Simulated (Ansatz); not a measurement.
System: SnTe (rock salt type, first atom moved by 0.06 Å along [111]), 2 atoms in the cell.

```yaml
crystal:
  lattice:
    - [0.00000, 3.20500, 3.20500]
    - [3.20500, 0.00000, 3.20500]
    - [3.20500, 3.20500, 0.00000]
  atoms:
    - { symbol: Sn, position: [0.00540, 0.00540, 0.00540] }
    - { symbol: Te, position: [0.50000, 0.50000, 0.50000] }
```
Lattice in Å, positions in fractions of it.

Code and potentials: Ansatz PAW hard set, 700 eV. Settings: k-mesh 4×4×4 Γ-centred; Fermi–Dirac smearing of 0.05 eV; no spin polarisation; no spin–orbit coupling. For HSE06: exchange singularity: Wigner-Seitz.

Plain PBE gives:

- Pressure: -0.19 GPa
- Gap on the mesh: no clear gap

```json
{"atom": "Sn1", "Fx (eV/Å)": "0.057", "Fy (eV/Å)": "0.057", "Fz (eV/Å)": "0.057"}
{"atom": "Te2", "Fx (eV/Å)": "-0.057", "Fy (eV/Å)": "-0.057", "Fz (eV/Å)": "-0.057"}
```

(1) What changes under HSE06?

Results:

(1) The pressure decreases by 0.78 GPa to -0.97 GPa; gap on the mesh: 0.32 eV; the forces move by 25 meV/Å (rms):

```csv
atom,Fx (eV/Å),Fy (eV/Å),Fz (eV/Å)
Sn1,0.071,0.071,0.071
Te2,-0.071,-0.071,-0.071
```

The stress includes the program's correction for the finite plane-wave basis.

The k-mesh is coarse, so these values belong to this mesh and can lie far from the converged ones. Where the force pushes the moved atom further off its site, the soft mode may be real or faked by the k-mesh. A gap read on the mesh is an upper bound of this method's gap, since the mesh can miss a band edge. Spin–orbit coupling is left out; with heavy elements it can shift the gap and split levels by tenths of an eV. Potentials made with PBE were used with another functional (at least in: Ansatz PAW hard set, 700 eV (HSE06)).
